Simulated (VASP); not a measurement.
# KI: restarted molecular dynamics, 2 variants

KI, Pm-3m (no. 221), 8 atoms in the cell. PBE, molecular dynamics; PAW potentials I, K_pv (PBE set).

| Restart from | Temperature at the end (K) | The same without a restart (K) | Potential energy at the end (eV/atom) | The same without a restart (eV/atom) | Electronic steps in the first step after the restart | Time (s) |
|---|---|---|---|---|---|---|
| CONTCAR with velocities, WAVECAR read | 843.0 | 843.0 | -2.59071 | -2.59071 | 4 | 175 |
| CONTCAR with velocities, no WAVECAR | 843.0 | 843.0 | -2.59071 | -2.59071 | 15 | 151 |

Limits: 120 fs of 8 atoms are too short for converged averages; the cell is only 4.3 Å across, so each atom moves in step with near copies of itself.

## Input of the first row

INCAR.step1:
```
SYSTEM = KI
ALGO = Normal
ANDERSEN_PROB = 0.0
EDIFF = 1E-6
ENCUT = 200
GGA = PE
IBRION = 0
ISIF = 2
ISMEAR = 0
ISYM = 0
KPAR = 2
LASPH = .True.
LCHARG = .False.
LREAL = Auto
LWAVE = .True.
MDALGO = 1
NELM = 60
NELMIN = 4
NSW = 30
POTIM = 2.0
PREC = Normal
RANDOM_SEED = 570580 0 0
SIGMA = 0.05
TEBEG = 1600
```

INCAR.step2, as INCAR.step1 but for:
```
- LWAVE = .True.
+ LWAVE = .False.
```

KPOINTS:
```
k-points
0
Gamma
  3 3 1
```

POSCAR.step1:
```
KI
1.0
    4.2911966600      0.0000000000      0.0000000000
    0.0000000000      4.2911966600      0.0000000000
    0.0000000000      0.0000000000     17.1647866400
I K
4 4
Direct
    0.5000000000      0.5000000000      0.1250000000
    0.5000000000      0.5000000000      0.3750000000
    0.5000000000      0.5000000000      0.6250000000
    0.5000000000      0.5000000000      0.8750000000
    0.0000000000      0.0000000000      0.0000000000
    0.0000000000      0.0000000000      0.2500000000
    0.0000000000      0.0000000000      0.5000000000
    0.0000000000      0.0000000000      0.7500000000
```

Commands (each step's output is kept before the next begins):
```
cat potpaw_PBE.64/I/POTCAR potpaw_PBE.64/K_pv/POTCAR > POTCAR
cp INCAR.step1 INCAR
cp POSCAR.step1 POSCAR
mpirun -np 2 vasp_std > vasp.out
cp CONTCAR POSCAR
cp INCAR.step2 INCAR
mpirun -np 2 vasp_std > vasp.out
```

Changes of the last row against the first:
```
(step 1)
- LWAVE = True
+ LWAVE = False
```

VASP 6.6.1 took 175 s on 2 cores (Intel Xeon Platinum 8488C (Sapphire Rapids)), a shared host.
